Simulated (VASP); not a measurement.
# La (P6_3/mmc) in VASP: notebook, part 2 of 2

VASP 6.6.1. Earlier steps stand in the parts before.

## Step 4: Single point, LDA

INCAR reads:

```
SYSTEM = La
PREC = Accurate ; ENCUT = 400
EDIFF = 1E-6 ; ISMEAR = -1
SIGMA = 0.4 ; LREAL = .FALSE.
LASPH = .TRUE. ; NELM = 100
ALGO = Normal ; ISIF = 2
LWAVE = .FALSE. ; LCHARG = .FALSE.
GGA = CA ; ADDGRID = .FALSE.
```

KPOINTS reads:

```
Automatic mesh
0
G
  13 13 7
  0 0 0
```

POSCAR reads:

```
La
1.0
    3.7500000000      0.0000000000      0.0000000000
   -1.8750000000      3.2475952642      0.0000000000
    0.0000000000      0.0000000000      6.0700000000
La
2
Direct
    0.6527560000      0.3219160000      0.7382770000
    0.3157440000      0.6620370000      0.2676620000
```

Potentials or basis: VASP PAW LDA potentials, release 64 (La).

The run is started by

```bash
> cat potpaw_LDA.64/La/POTCAR > POTCAR
> mpirun -np 1 vasp_std > vasp.out
```

OUTCAR:

```text
SYSTEM = La
   PREC = Accurate
   ENCUT = 400
   EDIFF = 1E-6
   ISMEAR = -1
   LREAL = .FALSE.
   LASPH = .TRUE.
   NELM = 100
   ISIF = 2
   GGA = CA

 Found    592 irreducible k-points:

 Following reciprocal coordinates:
            Coordinates               Weight
  0.000000  0.000000  0.000000      1.000000
  0.076923 -0.000000  0.000000      2.000000
  0.000000  0.076923  0.000000      2.000000
 -0.076923  0.076923  0.000000      2.000000
  0.153846 -0.000000  0.000000      2.000000
  0.000000  0.153846  0.000000      2.000000
   k-points           NKPTS =    592   k-points in BZ     NKDIM =    592   number of bands    NBANDS=     15
   number of dos      NEDOS =    301   number of ions     NIONS =      2
   total plane-waves  NPLWV =  23040
   dimension x,y,z NGX =    24 NGY =   24 NGZ =   40
   dimension x,y,z NGXF=    48 NGYF=   48 NGZF=   80
   ions per type =               2
   NGX,Y,Z   is equivalent  to a cutoff of  10.64, 10.64, 10.96 a.u.
   NGXF,Y,Z  is equivalent  to a cutoff of  21.28, 21.28, 21.91 a.u.
 SYSTEM =  La
   PREC   = accura    normal or accurate (medium, high low for compatibility)
   ISTART =      0    job   : 0-new  1-cont  2-samecut
   ICHARG =      2    charge: 1-file 2-atom 10-const
   ISPIN  =      1    spin polarized calculation?
   LNONCOLLINEAR =      F non collinear calculations
   LSORBIT =      F    spin-orbit coupling
   LASPH  =      T    aspherical Exc in radial PAW
   ENCUT  =  400.0 eV  29.40 Ry    5.42 a.u.   6.12  6.12  9.90*2*pi/ulx,y,z
   NELM   =    100;   NELMIN=  2; NELMDL= -5     # of ELM steps
   EDIFF  = 0.1E-05   stopping-criterion for ELM
   LREAL  =      F    real-space projection
   EDIFFG = 0.1E-04   stopping-criterion for IOM
   NSW    =      0    number of steps for IOM
   IBRION =     -1    ionic relax: 0-MD 1-quasi-New 2-CG
   NFREE  =      0    steps in history (QN), initial steepest desc. (CG)
   ISIF   =      2    stress and relaxation
   ISYM   =      2    0-nonsym 1-usesym 2-fastsym
   POTIM  = 0.5000    time-step for ionic-motion
   TEBEG  =    0.0;   TEEND  =   0.0 temperature during run
   PSTRESS=    0.0 pullay stress
   NELECT =      22.0000    total number of electrons
   NUPDOWN=      -1.0000    fix difference up-down
   EMIN   =  10.00;   EMAX   =-10.00  energy-range for DOS
   EFERMI =   0.00;   METHOD = LEGACY
   ISMEAR =    -1;   SIGMA  =   0.40  broadening in eV -4-tet -1-fermi 0-gaus
   EFERMI_NEDOS =   21; number of points for ismear=-14 and -15
   IALGO  =     38    algorithm
   IMIX   =      4    mixing-type and parameters
     AMIX     =   0.40;   BMIX     =  1.00
     AMIX_MAG =   1.60;   BMIX_MAG =  1.00
  volume/ion in A,a.u.               =      36.96       249.43
  Fermi-wavevector in a.u.,A,eV,Ry     =   1.093004  2.065478 16.254307  1.194658
  Thomas-Fermi vector in A             =   2.229281
   LORBIT       =      0    0 simple, 1 ext, 2 COOP (PROOUT), +10 PAW based schemes
   GGA     = CA    functional components
   LHFCALC =     F    Hartree Fock is set to
   AEXX    =    0.0000 exact exchange contribution
   IVDW    =     0    specifies the selected vdW correction
   LEPSILON=     F    determine dielectric tensor
   LRPA    =     F    only Hartree local field effects (RPA)
 non-spin polarized calculation
  energy-cutoff  :      400.00
  volume of cell :       73.92
 maximum number of plane-waves:      1358
   NGX = 13   NGY = 13   NGZ = 19

 number of electron      21.9999999 magnetization

 Free energy of the ion-electron system (eV)
  ---------------------------------------------------
  ext. energy  EPLUGINS =         0.00000000
  ---------------------------------------------------
  free energy    TOTEN  =       -11.90677500 eV

  energy without entropy =      -10.11875714  energy(sigma->0) =      -11.01276607

 E-fermi :   7.7006     XC(G=0):  -9.7638

 val. band max:        7.7005775627   @ k =   0.3846  -0.1538   0.0000
 cond. band min:       7.7015811349   @ k =   0.1538   0.2308  -0.1429
 fundamental gap:      0.0010035722
 Fermi energy:         7.7005835285

 k-point     1 :       0.0000    0.0000    0.0000
  band No.  band energies     occupation
      1     -24.8975      2.00000
      2     -24.6643      2.00000
      3      -9.3707      2.00000
      4      -8.1082      2.00000
      5      -8.0928      2.00000
      6      -7.8936      2.00000
      7      -7.8820      2.00000
      8      -7.8564      2.00000
      9       4.5285      1.99928
     10       5.9271      1.97654
     11       8.7882      0.12372
     12       8.9933      0.07598
     13       9.0085      0.07325
     14       9.2739      0.03840
     15       9.3007      0.03596

 k-point     2 :       0.0769   -0.0000    0.0000
  band No.  band energies     occupation
      1     -24.8872      2.00000
      2     -24.6598      2.00000
      3      -9.3452      2.00000
      4      -8.1769      2.00000
      5      -8.1189      2.00000
      6      -7.9563      2.00000
      7      -7.8973      2.00000
      8      -7.8629      2.00000
      9       4.6897      1.99892
     10       6.0766      1.96608
     11       8.4271      0.27973
     12       9.0137      0.07232
     13       9.0693      0.06324
     14       9.2293      0.04284
     15       9.2482      0.04090

 k-point     3 :       0.0000    0.0769    0.0000
  band No.  band energies     occupation
      1     -24.8872      2.00000
      2     -24.6598      2.00000
      3      -9.3451      2.00000
      4      -8.1786      2.00000
      5      -8.1172      2.00000
      6      -7.9548      2.00000
      7      -7.8988      2.00000
      8      -7.8630      2.00000
      9       4.6897      1.99892
     10       6.0772      1.96603
     11       8.4252      0.28092
     12       9.0151      0.07209
     13       9.0710      0.06298
     14       9.2309      0.04267
     15       9.2518      0.04055

 k-point     4 :      -0.0769    0.0769    0.0000
  band No.  band energies     occupation
      1     -24.8873      2.00000
      2     -24.6597      2.00000
      3      -9.3457      2.00000
      4      -8.1665      2.00000
      5      -8.1293      2.00000
      6      -7.9623      2.00000
      7      -7.8907      2.00000
      8      -7.8625      2.00000
      9       4.6896      1.99892
     10       6.0738      1.96632
     11       8.4358      0.27457
     12       9.0057      0.07374
     13       9.0610      0.06453
     14       9.2277      0.04301
     15       9.2619      0.03955

 k-point     5 :       0.1538   -0.0000    0.0000
  band No.  band energies     occupation
      1     -24.8580      2.00000
      2     -24.6477      2.00000
      3      -9.2720      2.00000
      4      -8.3679      2.00000
      5      -8.1778      2.00000
      6      -8.1418      2.00000
      7      -7.9217      2.00000
      8      -7.8907      2.00000
      9       5.1285      1.99678
     10       6.4456      1.91682
     11       7.9908      0.65230
     12       8.6206      0.18226
     13       8.8462      0.10793
     14       9.1711      0.04939
     15       9.2145      0.04442

 k-point     6 :       0.0000    0.1538    0.0000
  band No.  band energies     occupation
      1     -24.8579      2.00000
      2     -24.6478      2.00000
      3      -9.2715      2.00000
      4      -8.3695      2.00000
      5      -8.1763      2.00000
      6      -8.1409      2.00000
      7      -7.9228      2.00000
      8      -7.8913      2.00000
      9       5.1287      1.99678
     10       6.4483      1.91628
     11       7.9876      0.65583
     12       8.6257      0.18013
     13       8.8500      0.10695
     14       9.1681      0.04975
     15       9.2147      0.04440

 [... further k-points ...]

------------------------ aborting loop because EDIFF is reached ----------------------------------------

  FORCE on cell =-STRESS in cart. coord.  units (eV):
  Direction    XX          YY          ZZ          XY          YZ          ZX
  --------------------------------------------------------------------------------------
  -------------------------------------------------------------------------------------
  Total       -0.7766823     -0.7434555     -0.4909385      0.0194406     -0.0006907      0.0008946
  in kB      -16.8334109    -16.1132705    -10.6403477      0.4213451     -0.0149704      0.0193900
  external PRESSURE =     -14.5290097 kB  Pullay stress =       0.0000000 kB

 VOLUME and BASIS-vectors are now :
 -----------------------------------------------------------------------------
  energy-cutoff  :      400.00
  volume of cell :       73.92
      direct lattice vectors                 reciprocal lattice vectors
     3.750000000  0.000000000  0.000000000     0.266666667  0.153960072  0.000000000
    -1.875000000  3.247595264  0.000000000     0.000000000  0.307920144  0.000000000
     0.000000000  0.000000000  6.070000000     0.000000000  0.000000000  0.164744646

 POSITION                                       TOTAL-FORCE (eV/Angst)
 -----------------------------------------------------------------------------------
      1.84424      1.04545      4.48134        -0.003151      0.002600      0.314730
     -0.05728      2.15003      1.62471         0.003151     -0.002600     -0.314730
 -----------------------------------------------------------------------------------
    total drift:                               -0.000015     -0.000000     -0.000013

  FREE ENERGIE OF THE ION-ELECTRON SYSTEM (eV)
  ---------------------------------------------------
  free  energy   TOTEN  =       -11.9067749989 eV

  energy  without entropy=      -10.1187571382  energy(sigma->0) =      -11.01276607
```

OSZICAR:

```text
N       E                     dE             d eps       ncg     rms          rms(c)
DAV:   1     0.230852929948E+03    0.23085E+03   -0.70953E+03 17800   0.166E+03
DAV:   2     0.209840647026E+02   -0.20987E+03   -0.20776E+03 27026   0.340E+02
DAV:   3    -0.790108589882E+01   -0.28885E+02   -0.27982E+02 30551   0.148E+02
[... 25 lines left out ...]
DAV:  29    -0.119067704975E+02   -0.16071E-05   -0.16056E-05 15467   0.138E-03    0.456E-04
DAV:  30    -0.119067719416E+02   -0.14441E-05   -0.14422E-05 15054   0.160E-03    0.475E-04
DAV:  31    -0.119067731219E+02   -0.11803E-05   -0.11796E-05 14655   0.113E-03    0.484E-04
DAV:  32    -0.119067741374E+02   -0.10155E-05   -0.10146E-05 14298   0.140E-03    0.497E-04
DAV:  33    -0.119067749989E+02   -0.86148E-06   -0.86132E-06 13899   0.970E-04
   1 F= -.11906775E+02 E0= -.11012766E+02  d E =-.178802E+01
```

stdout:

```text
POSCAR found type information on POSCAR La
 POSCAR found :  1 types and       2 ions
 scaLAPACK will be used
 LDA part: xc-table for (Slater(with rela. corr.)+CA(PZ))
 , standard interpolation
 POSCAR, INCAR and KPOINTS ok, starting setup
 FFT: planning ... GRIDC
[... 17 lines left out ...]
|     is unoccupied at all k-points. It is always recommended to include      |
|     a few unoccupied bands to accelerate the convergence of                 |
|     molecular-dynamics runs (even for insulators or semiconductors),        |
|     since the presence of unoccupied bands improves wavefunction            |
|     prediction and helps to suppress 'band-crossings'.                      |
|                                                                             |
 -----------------------------------------------------------------------------
```

Run time: 7.8 min. Hardware: 1 thread of AMD EPYC 9R45 (Zen 5), shared host; peak memory 0.53 GiB.

The run converged, but some of its settings lie outside the range that counts as converged, so its numbers aren't taken as properties of the crystal.

What came out:

- Free energy: -11.9068 eV
- Pressure: -1.5 GPa
- Largest force: 0.315 eV/Å
- Band gap on the k mesh: none (metal or under the smearing width)

## Step 5: Single point, LDA

Changes to INCAR since step 4:

```diff
@@ -3,3 +3,3 @@
 EDIFF = 1E-6 ; ISMEAR = -1
-SIGMA = 0.4 ; LREAL = .FALSE.
+SIGMA = 0.2 ; LREAL = .FALSE.
 LASPH = .TRUE. ; NELM = 100
```

KPOINTS is that of step 4.

POSCAR reads:

```
La
1.0
    3.7500000000      0.0000000000      0.0000000000
   -1.8750000000      3.2475952642      0.0000000000
    0.0000000000      0.0000000000      6.0700000000
La
2
Direct
    0.6666666667      0.3333333333      0.7500000000
    0.3333333333      0.6666666667      0.2500000000
```

The run is started by

```bash
> cat potpaw_LDA.64/La/POTCAR > POTCAR
> mpirun -np 1 vasp_std > vasp.out
```

Run time: 41 s. Hardware: 1 thread of AMD EPYC 9R45 (Zen 5), shared host; peak memory 0.16 GiB.

The run converged, but some of its settings lie outside the range that counts as converged, so its numbers aren't taken as properties of the crystal.

Results:

| Item | Value |
| --- | --- |
| Free energy | -11.2415 eV |
| Pressure | -2.7 GPa |
| Band gap on the k mesh | none (metal or under the smearing width) |

## Step 6: The reference run

An earlier run on the cell as given: functional PBE; potentials or basis VASP PAW PBE potentials, release 64 (La); cutoff 520 eV; k mesh 8 × 8 × 5; occupations fermi-dirac, width 0.05 eV; no spin polarisation.

* Pressure: 0.7 GPa
* Band gap on the k mesh: none (metal or under the smearing width)
